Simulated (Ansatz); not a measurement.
O, one cell by several methods

```yaml
crystal:
  lattice:
    - [2.56100, 0.00000, 0.00000]
    - [-1.28050, 2.21789, 0.00000]
    - [0.00000, 0.00000, 6.57500]
  atoms:
    - { symbol: O, position: [0.33333, 0.66667, 0.16100] }
    - { symbol: O, position: [0.66667, 0.33333, 0.66100] }
    - { symbol: O, position: [0.33333, 0.66667, 0.33900] }
    - { symbol: O, position: [0.66667, 0.33333, 0.83900] }
```

Atoms are numbered in the order listed.

The geometry is COD entry 9017498, unchecked; take it as a test cell.

Solid oxygen carries moments on its molecules; these runs leave spin out.

Levels of theory: DFT, PBE, PAW with Ansatz's default frozen-core files, scalar-relativistic (Ansatz 0.2.0); DFT, PBE, all-electron PAW with datasets made for the crystal, scalar-relativistic (Ansatz 0.2.0); DFT, PBE, all-electron LAPW, scalar-relativistic (Ansatz 0.2.0).

For PAW: a Γ-centred 13×13×5 k mesh, Fermi–Dirac smearing of 0.03 eV, cutoff 420 eV, no spin polarisation. The crystal-made all-electron datasets (AE datasets) take a cutoff of 1040 eV at this cell. LAPW targets a basis error of 1 meV/atom. The Ansatz runs share mesh, smearing and spin set-up. Plane-wave (PAW) pressures include the program's estimate of the Pulay term.

Stress and pressure are positive in compression.

Levels count from the Fermi level.

```json
{"quantity": "pressure (GPa)", "PAW": "17.09", "AE datasets": "17.18", "LAPW": "17.17"}
{"quantity": "stress xx (GPa)", "PAW": "0.17", "AE datasets": "0.15", "LAPW": "0.14"}
{"quantity": "stress zz (GPa)", "PAW": "50.92", "AE datasets": "51.23", "LAPW": "51.22"}
{"quantity": "force on O1, z (eV/Å)", "PAW": "-3.034", "AE datasets": "-3.083", "LAPW": "-3.082"}
{"quantity": "highest filled level at Γ (eV)", "PAW": "-6.151", "AE datasets": "-6.151", "LAPW": "-6.151"}
{"quantity": "lowest empty level at Γ (eV)", "PAW": "1.020", "AE datasets": "1.019", "LAPW": "1.019"}
{"quantity": "highest filled level at M (eV)", "PAW": "-1.494", "AE datasets": "-1.495", "LAPW": "-1.495"}
{"quantity": "lowest empty level at M (eV)", "PAW": "0.248", "AE datasets": "0.247", "LAPW": "0.247"}
{"quantity": "highest filled level at A (eV)", "PAW": "-6.211", "AE datasets": "-6.211", "LAPW": "-6.211"}
{"quantity": "lowest empty level at A (eV)", "PAW": "1.155", "AE datasets": "1.158", "LAPW": "1.158"}
```

PAW's pressure differs from the LAPW value by -0.08 GPa. Datasets made for the crystal and LAPW share parts of one code, so their agreement isn't an independent check.
